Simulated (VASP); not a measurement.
# HfS2 (P-3m1) in VASP: further runs, part 2 of 2

VASP 6.6.1.

## (4) Relaxation of cell and atoms, PBE+D3(BJ)

INCAR reads:

```
PREC     = Accurate       # precision mode
ENCUT    = 400            # plane-wave cutoff, eV
EDIFF    = 1E-7           # SCF threshold, eV
ISMEAR   = 0              # smearing method
SIGMA    = 0.02           # smearing width, eV
LREAL    = False          # projectors in reciprocal space
LASPH    = True           # aspherical terms in the spheres
NELM     = 60             # most SCF steps
ALGO     = Normal         # electronic algorithm
ISIF     = 3              # what is computed and relaxed
LWAVE    = False          # write WAVECAR
LCHARG   = False          # write CHGCAR
GGA      = PE             # functional
IVDW     = 12             # dispersion correction
IBRION   = 2              # ionic algorithm
NSW      = 60             # ionic steps
EDIFFG   = -0.003         # ionic threshold
PSTRESS  = 0
```

KPOINTS reads:

```
Automatic mesh
0
Gamma
  12 12 6
```

POSCAR reads:

```
HfS2
1.0
    3.6396641800      0.0000000000      0.0000000000
   -1.8198320900      3.1520416411      0.0000000000
    0.0000000000      0.0000000000      6.0555624700
Hf S
1 2
Direct
    0.0000000000      0.0000000000      0.0000000000
    0.6666666700      0.3333333300      0.7639520500
    0.3333333300      0.6666666700      0.2360479500
```

Potentials or basis: VASP PAW PBE potentials, release 64 (Hf_pv, S).

The run is started by

```
cat potpaw_PBE.64/Hf_pv/POTCAR potpaw_PBE.64/S/POTCAR > POTCAR
mpirun -np 1 vasp_std > vasp.out
```

OUTCAR:

```text
PREC = Accurate
   ENCUT = 400
   EDIFF = 1E-7
   ISMEAR = 0
   LREAL = False
   LASPH = True
   NELM = 60
   ISIF = 3
   GGA = PE
   IVDW = 12
   IBRION = 2
   NSW = 60
   EDIFFG = -0.003
   PSTRESS = 0
 IVDW          = 12

 ion  position               nearest neighbor table
   1  0.000  0.000  0.000-   2 2.54   3 2.54   3 2.54   2 2.54   2 2.54   3 2.54
   2  0.667  0.333  0.764-   1 2.54   1 2.54   1 2.54
   3  0.333  0.667  0.236-   1 2.54   1 2.54   1 2.54

  LATTYP: Found a hexagonal cell.
 ALAT       =     3.6396641800
 C/A-ratio  =     1.6637695596

  Lattice vectors:

 A1 = (   3.6396641800,   0.0000000000,   0.0000000000)
 A2 = (  -1.8198320900,   3.1520416411,   0.0000000000)
[... 743 lines left out ...]

--------------------------------------- Ionic step       13  -------------------------------------------

 number of electron      22.0000007 magnetization

------------------------ aborting loop because EDIFF is reached ----------------------------------------
[... 77 lines left out ...]
--------------------------------------- Ionic step       15  -------------------------------------------

 number of electron      22.0000007 magnetization

 Free energy of the ion-electron system (eV)
  ---------------------------------------------------
  ext. energy  EPLUGINS =         0.00000000
  ---------------------------------------------------
  free energy    TOTEN  =       -22.85947965 eV

  energy without entropy =      -22.85947965  energy(sigma->0) =      -22.85947965

 E-fermi :   3.9090     XC(G=0):  -9.8612

 val. band max:        3.7667625487   @ k =   0.0000   0.0000   0.0000
 cond. band min:       4.6325077865   @ k =   0.5000   0.0000   0.5000
 fundamental gap:      0.8657452377
 Fermi energy:         3.9089729318

 k-point     1 :       0.0000    0.0000    0.0000
  band No.  band energies     occupation
      1     -27.0572      2.00000
      2     -26.9390      2.00000
      3     -26.9390      2.00000
      4      -9.5767      2.00000
      5      -7.7510      2.00000
      6      -1.3220      2.00000
      7       0.8836      2.00000
      8       0.8836      2.00000
      9       3.6017      2.00000
     10       3.6017      2.00000
     11       3.7668      2.00000
     12       5.6498      0.00000
     13       5.6498      0.00000
     14       6.1936      0.00000
[... 449 lines left out ...]
  FREE ENERGIE OF THE ION-ELECTRON SYSTEM (eV)
  ---------------------------------------------------
  free  energy   TOTEN  =       -23.8884382384 eV

  energy  without entropy=      -23.8884382384  energy(sigma->0) =      -23.88843824

 reached required accuracy - stopping structural energy minimisation
```

OSZICAR:

```text
N       E                     dE             d eps       ncg     rms          rms(c)
DAV:   1     0.816283358424E+02    0.81628E+02   -0.97179E+03  3096   0.105E+03
DAV:   2    -0.199528464085E+02   -0.10158E+03   -0.99430E+02  3875   0.232E+02
DAV:   3    -0.246818038666E+02   -0.47290E+01   -0.47210E+01  4134   0.473E+01
[... 141 lines left out ...]
       N       E                     dE             d eps       ncg     rms          rms(c)
DAV:   1    -0.228594802562E+02   -0.10662E-03   -0.26774E-05  3210   0.354E-02    0.999E-03
DAV:   2    -0.228594798817E+02    0.37450E-06   -0.14281E-06  3189   0.856E-03    0.305E-03
DAV:   3    -0.228594797213E+02    0.16039E-06   -0.18538E-07  2473   0.318E-03    0.151E-03
DAV:   4    -0.228594796479E+02    0.73343E-07   -0.11047E-07  1598   0.252E-03
  15 F= -.23888438E+02 E0= -.23888438E+02  d E =-.364464E-05
```

CONTCAR:

```text
HfS2
   1.00000000000000
     3.5977424790809160   -0.0000000000000000   -0.0000000000000000
    -1.7988712395404580    3.1157363831350855    0.0000000000000000
    -0.0000000000000000    0.0000000000000000    5.7594540771338787
  Hf              S
     1     2
Direct
     0.0000000000000000    0.0000000000000000    0.0000000000000000
     0.6666666699999979    0.3333333300000021    0.7474654660976676
     0.3333333300000021    0.6666666699999979    0.2525345339023325

  0.00000000E+00  0.00000000E+00  0.00000000E+00
  0.00000000E+00  0.00000000E+00  0.00000000E+00
  0.00000000E+00  0.00000000E+00  0.00000000E+00
```

It took 2.8 min on 1 thread of Intel Xeon 6975P-C (Granite Rapids), shared host; peak memory 0.22 GiB.

Results:

| Item | Value |
| --- | --- |
| Free energy | -23.8884 eV |
| Relaxed volume | 21.52 Å³/atom |
| Relaxed cell | a = 3.598 Å, b = 3.598 Å, c = 5.759 Å, α = 90.00°, β = 90.00°, γ = 120.00° |
| Space group after relaxing (to 0.05 Å) | P-3m1 (No. 164) |
| Energy gained by relaxing | 10.5 meV/atom |
| Ionic steps | 15 |
| Pressure after relaxing | 0.0 GPa |
| Band gap on the k mesh | 0.87 eV, indirect (least direct gap 1.81 eV) |
| Dispersion energy per atom | -0.343 eV |

Step by step:
| step | energy change (eV) | largest force (eV/Å) | pressure (GPa) | volume (Å³) |
| --- | --- | --- | --- | --- |
| 1 | 0.0000 | 0.1670 | -1.07 | 69.47 |
| 2 | -0.0067 | 0.3235 | 0.71 | 67.92 |
| 3 | -0.0068 | 0.3073 | 0.52 | 68.08 |
| 4 | -0.0128 | 0.1577 | 0.12 | 67.75 |
| 5 | -0.0143 | 0.0352 | -0.21 | 67.49 |
| 6 | -0.0182 | 0.0307 | -0.21 | 67.09 |
| 7 | -0.0275 | 0.0162 | -0.19 | 65.90 |
| 8 | -0.0282 | 0.0304 | 0.17 | 63.49 |
| 9 | -0.0315 | 0.0112 | -0.02 | 64.76 |
| 10 | -0.0316 | 0.0060 | 0.01 | 64.55 |
| 11 | -0.0316 | 0.0075 | 0.00 | 64.61 |
| 12 | -0.0316 | 0.0017 | -0.03 | 64.60 |
| 13 | -0.0316 | 0.0004 | -0.02 | 64.60 |
| 14 | -0.0316 | 0.0023 | 0.02 | 64.56 |
| 15 | -0.0316 | 0.0019 | 0.01 | 64.56 |

Final structure:
```yaml
crystal:
  lattice:
    - [3.59774, 0.00000, 0.00000]
    - [-1.79887, 3.11574, 0.00000]
    - [0.00000, 0.00000, 5.75945]
  atoms:
    - { symbol: Hf, position: [0.00000, 0.00000, 0.00000] }
    - { symbol: S, position: [0.66667, 0.33333, 0.74747] }
    - { symbol: S, position: [0.33333, 0.66667, 0.25253] }
```

Levels at points of the mesh, in eV from the valence-band top:
```csv
k point,band 8,band 9,band 10,band 11,band 12,band 13,band 14,band 15
"(0.00, 0.00, 0.00)",-2.88,-0.17,-0.17,0.00,1.88,1.88,2.43,5.21
"(0.50, 0.00, 0.00)",-2.74,-2.58,-2.23,-1.48,1.02,4.03,4.11,6.15
"(0.00, 0.00, 0.50)",-2.83,-2.12,-0.35,-0.35,1.83,1.83,2.74,5.76
"(0.50, 0.00, 0.50)",-2.79,-2.55,-1.13,-0.96,0.87,4.01,4.15,5.53
```

Caveat: spin-orbit coupling is left out, which moves the levels of the heavy elements. Expect the measured gap to be larger: semilocal functionals such as PBE lack the derivative discontinuity.

## (5) Relaxation of cell and atoms, PBE+D3(BJ), target pressure 6 GPa, at which the enthalpy is minimised

INCAR reads:

```
ALGO = Fast ; EDIFF = 1E-7
EDIFFG = -0.003 ; ENCUT = 400
GGA = PE ; IBRION = 2
ISIF = 3 ; ISMEAR = 0
IVDW = 12 ; LASPH = T
LCHARG = F ; LREAL = F
LWAVE = F ; NELM = 80
NSW = 40 ; PREC = Accurate
PSTRESS = 60 ; SIGMA = 0.02
```

KPOINTS reads:

```
k-points
0
Gamma
  12 12 6
```

POSCAR is that of step 4.

The run is started by

```
cat potpaw_PBE.64/Hf_pv/POTCAR potpaw_PBE.64/S/POTCAR > POTCAR
mpirun -np 1 vasp_std > vasp.out
```

Wall time 4.4 min (1 thread of Intel Xeon 6975P-C (Granite Rapids), shared host); peak memory 0.23 GiB.

The run converged. Its results:

| Property | Result |
| --- | --- |
| Free energy | -23.7806 eV |
| Relaxed volume | 19.25 Å³/atom |
| Relaxed cell | a = 3.512 Å, b = 3.512 Å, c = 5.406 Å, α = 90.00°, β = 90.00°, γ = 120.00° |
| Space group after relaxing (to 0.05 Å) | P-3m1 (No. 164) |
| Energy change on relaxing (the enthalpy is what falls) | +25.4 meV/atom |
| Ionic steps | 18 |
| Pressure after relaxing | 6.0 GPa |
| Band gap on the k mesh | 0.26 eV, indirect (least direct gap 1.38 eV) |
| Dispersion energy per atom | -0.388 eV |

Step by step:
```csv
step,energy change (eV),largest force (eV/Å),pressure (GPa),volume (Å³)
1,0.0000,0.1668,-1.07,69.47
2,0.4174,2.3026,17.52,59.69
3,0.0627,1.0439,6.08,64.83
4,0.0407,0.7728,5.98,63.16
5,0.1189,0.1165,6.22,58.32
6,0.1186,0.2134,6.47,56.91
7,0.1232,0.2290,6.52,56.77
8,0.0853,0.0789,6.00,57.54
9,0.0721,0.0170,5.82,57.87
10,0.0712,0.0129,5.80,57.89
11,0.0811,0.0598,6.45,57.63
12,0.0750,0.0156,6.05,57.79
13,0.0747,0.0091,5.99,57.80
14,0.0746,0.0077,5.98,57.80
15,0.0756,0.0059,6.00,57.77
16,0.0764,0.0047,6.02,57.75
17,0.0759,0.0085,5.95,57.76
18,0.0762,0.0008,6.00,57.76
```

Final structure:
```cif
data_structure
_symmetry_space_group_name_H-M 'P 1'
_symmetry_Int_Tables_number 1
_cell_length_a 3.5125
_cell_length_b 3.5125
_cell_length_c 5.4055
_cell_angle_alpha 90.000
_cell_angle_beta 90.000
_cell_angle_gamma 120.000
_cell_volume 57.76
loop_
_atom_site_label
_atom_site_type_symbol
_atom_site_fract_x
_atom_site_fract_y
_atom_site_fract_z
_atom_site_occupancy
Hf1 Hf 0.00000 0.00000 0.00000 1
S1 S 0.66667 0.33333 0.72821 1
S2 S 0.33333 0.66667 0.27179 1
```

Levels at points of the mesh, in eV from the valence-band top:
```tsv
k point	band 8	band 9	band 10	band 11	band 12	band 13	band 14	band 15
(0.00, 0.00, 0.00)	-3.35	-0.46	-0.46	0.00	1.55	1.55	1.93	4.58
(0.50, 0.00, 0.00)	-3.43	-2.99	-2.95	-2.08	0.40	3.94	4.13	5.88
(0.00, 0.00, 0.50)	-3.23	-2.99	-0.85	-0.85	1.42	1.42	2.34	5.63
(0.50, 0.00, 0.50)	-3.44	-3.11	-1.36	-1.12	0.26	3.91	4.18	4.91
```

Caveat: the cell is relaxed towards a set pressure, so the enthalpy falls and the energy may rise; the volume moved by over 15 % at a fixed basis, so the end points are rough; spin-orbit coupling is left out, which moves the levels of the heavy elements. A k mesh can miss the band edges.

## (6) Summary

| level | cell | pressure (GPa) | target pressure | gap on the mesh (eV) | pressure (GPa) |
| --- | --- | --- | --- | --- | --- |
| PBE+D3(BJ) | relaxed to 2 GPa | 2 | 2 GPa | 0.61 | 2.0 |
| optB88-vdW | relaxed to 8 GPa | 8 | 8 GPa | 0.31 | 8.0 |
| PBE+D3(BJ) | relaxed | 0 | - | 0.87 | 0.0 |
| PBE+D3(BJ) | relaxed to 6 GPa | 6 | 6 GPa | 0.26 | 6.0 |

Alike in all rows: task relaxation of cell and atoms; potentials or basis VASP PAW PBE potentials, release 64 (Hf_pv, S); no spin polarisation; k mesh 12 × 12 × 6; cutoff (eV) 400; smearing gaussian 0.02 eV.

Caveats: spin-orbit coupling is left out, which moves the levels of the heavy elements; the cell is relaxed towards a set pressure, so the enthalpy falls and the energy may rise (some runs); the volume moved by over 15 % at a fixed basis, so the end points are rough (some runs); the PAW data sets were made with another functional, which shifts forces and pressure a little (some runs).

Total energies depend on the potentials used, so only differences within one code and one set of settings carry meaning.
